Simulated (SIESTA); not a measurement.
Au:

```
CELL_PARAMETERS angstrom
0.00000 2.03500 2.03500
2.03500 0.00000 2.03500
2.03500 2.03500 0.00000
ATOMIC_POSITIONS crystal
Au 0.00000 0.00000 0.00000
```

Base run:

| Property | Result |
| --- | --- |
| Program | SIESTA 5.4.2 |
| Functional | PBE |
| Potentials or basis | PseudoDojo 0.4 standard (PBE files) |
| Basis | DZP (energy shift 0.002 Ry) |
| Grid cutoff | 800 Ry |
| Energy shift | 0.002 Ry |
| k mesh | 11 × 11 × 11 |
| Occupations | fermi-dirac, width 0.05 eV |
| Spin | no spin polarisation |

Its results: band gap on the k mesh none (metal or under the smearing width); pressure 12.1 GPa.

Task: The run is repeated on the same cell with these changes: basis from DZP (energy shift 0.002 Ry) to TZTP (energy shift 0.01 Ry); energy shift from 0.002 Ry to 0.01 Ry. What comes out?

Result: Band gap on the k mesh none (metal or under the smearing width); pressure 5.6 GPa.

Caveats: semicore shells carry a single zeta, which can move pressures by several GPa and volumes by a few percent; the basis of atomic orbitals isn't converged, which shifts pressures, moduli and gaps; spin-orbit coupling is left out, which moves the levels of the heavy elements (some runs).
